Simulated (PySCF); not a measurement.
Si in PySCF: convergence with k mesh

The system is Si.

```
Si
1.0
     0.00000    2.72185    2.72185
     2.72185    0.00000    2.72185
     2.72185    2.72185    0.00000
Si
2
Cartesian
  2.7219 2.7219 2.7219
  4.0828 4.0828 4.0828
```

| Quantity | Value |
| --- | --- |
| Program | PySCF 2.14.0 |
| Task | convergence study |
| Functional | r2SCAN |
| Potentials or basis | DZVP-MOLOPT-SR/GTH-PBE (potentials made for PBE) |
| k mesh | 2 × 2 × 2 |
| Occupations | fermi-dirac, width 0.05 eV |
| Spin | no spin polarisation |

These are the settings of the first run; the series varies k mesh, with any setting tied to it.

Hardware: 2 threads of Arm Neoverse V1 (shared host).

```
   k mesh  energy less the tightest run, at zero smearing (meV/atom)  gap on the mesh (eV)  SCF cycles  CPU time (s)  peak memory (GiB)
2 × 2 × 2                                                    1303.90                 0.860           4            35               0.54
3 × 3 × 3                                                     301.55                 0.920           4            66                1.1
4 × 4 × 4                                                      81.98                 0.950           4           150                2.3
5 × 5 × 5                                                      20.01                 0.806           4           400                2.8
6 × 6 × 6                                                       0.00                 0.952           4          1300                3.9
7 × 7 × 7                                      timed out after 750 s                     -           -             -                  -
```

Not settled before the last step: the energy (to 1 meV/atom), the gap on the mesh (to 0.01 eV). Meshes of other sizes hit other points, so gaps and Fermi surfaces needn't settle smoothly. The tightest run that finished is the yardstick and may itself not be fully converged.

Caveat, for the tightest run too: the basis of atomic orbitals isn't converged, which shifts pressures, moduli and gaps.
